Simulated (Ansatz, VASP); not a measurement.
## Ge: VASP beside Ansatz

```
CELL_PARAMETERS angstrom
0.00000 2.88574 5.11566
2.63050 0.00000 5.11566
2.63050 2.88574 0.00000
ATOMIC_POSITIONS crystal
Ge 0.72649 0.27351 0.72649
Ge 0.27351 0.72649 0.27351
Ge 0.21813 0.21813 0.78187
Ge 0.78187 0.78187 0.21813
```

This isn't the form of Ge at room conditions, which is diamond.

Alike in both runs: task band structure; functional LDA; k mesh 5 × 5 × 5; occupations fermi-dirac, width 0.05 eV; no spin polarisation.

|  | VASP | Ansatz |
| --- | --- | --- |
| version | VASP 6.6.1 | Ansatz 0.2.0 |
| potentials or method | VASP PAW LDA potentials, release 64 (Ge_d) | Ansatz PAW |
| plane-wave cutoff (eV) | 520 | 420 |
| valence electrons in the cell | 56 | 56 |

|  | VASP | Ansatz | Ansatz less VASP |
| --- | --- | --- | --- |
| gap on the k mesh at the Fermi level (eV) | none | none | - |
| pressure (GPa) | -5.3 | -5.3 | -0.03 |
| largest component of the traceless stress (GPa) | 0.24 | 0.26 | +0.013 |
| rms of the force components (eV/Å) | 0.050 | 0.049 | -0.0003 |

Atom by atom the forces differ by 0.000 eV/Å (rms over components). A gap of «none» marks a metal or a gap that the smearing closes.

Caveats: the PAW data sets come from PBE, with cores solved anew for the run's functional, which leaves a small shift of forces and pressure (Ansatz).
